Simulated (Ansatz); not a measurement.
# SnS2: the cost of one run

Program: Ansatz 0.2.0. Level of theory: DFT LDA, scalar-relativistic. These are calculated values, not measurements.

## 1. The system as given

Symmetry: P-3m1, No. 164, trigonal system. The conventional cell has a = 3.598 Å, b = 3.598 Å, c = 5.494 Å, α = 90.00°, β = 90.00°, γ = 120.00°. Sn (site symmetry -3m) has 6 S at 2.53 Å as nearest neighbours. S (site symmetry 3m) is surrounded by 3 Sn at 2.53 Å.

Coordinates:

```
CELL_PARAMETERS angstrom
3.59830 0.00000 0.00000
-1.79915 3.11622 0.00000
0.00000 0.00000 5.49400
ATOMIC_POSITIONS crystal
Sn 0.00000 0.00000 0.00000
S 0.66667 0.33333 0.26390
S 0.33333 0.66667 0.73610
```

The cell is a measured one (Crystallography Open Database entry 7038081); the temperature and pressure of the measurement aren't taken into account, and nothing was relaxed.

Atoms are numbered in the order of the input: Sn1, S2, S3.

## 2. Full-potential LAPW

File input.yaml:

```yaml
crystal:
  lattice:
    - [3.5983003419, 0.0, 0.0]
    - [-1.7991501709, 3.1162195065, 0.0]
    - [0.0, 0.0, 5.494]
  atoms:
    - { symbol: Sn, position: [0.0, 0.0, 0.0] }
    - { symbol: S, position: [0.6666666667, 0.3333333333, 0.2639] }
    - { symbol: S, position: [0.3333333333, 0.6666666667, 0.7361] }
kpoints:
  mp_grid: { grid: [8, 8, 5] }
  band_path:
    path:
      - [0.0, 0.0, 0.0]
      - [0.5, 0.0, 0.0]
      - [0.3333333333, 0.3333333333, 0.0]
      - [0.0, 0.0, 0.0]
      - [0.0, 0.0, 0.5]
      - [0.5, 0.0, 0.5]
      - [0.3333333333, 0.3333333333, 0.5]
      - [0.0, 0.0, 0.5]
      - [0.5, 0.0, 0.5]
    npoints: 14
scf:
  occupations: { method: fermi_dirac, width: 0.01 }
hamiltonian:
  xc: lda
  pseudopotentials: { kind: all_electron, lapw: { basis_error: 0.001 } }
output:
  forces: true
  stress: true
  eigenvalues: true
  populations: true
  dos: { projected: true, de: 0.2, e_range: [-14, 8] }
```

Started as:

```
$ ansatz run input.yaml --threads 1 --pin off --max-ram 4096MiB --backend cpu --events-out ev --progress --plain --runs-dir out
```

**Question.** How long does this run take on 1 thread of Intel Xeon 6975P-C (Granite Rapids), shared host, and how much memory does it need?

About 14 s, with a peak of 0.41 GiB.
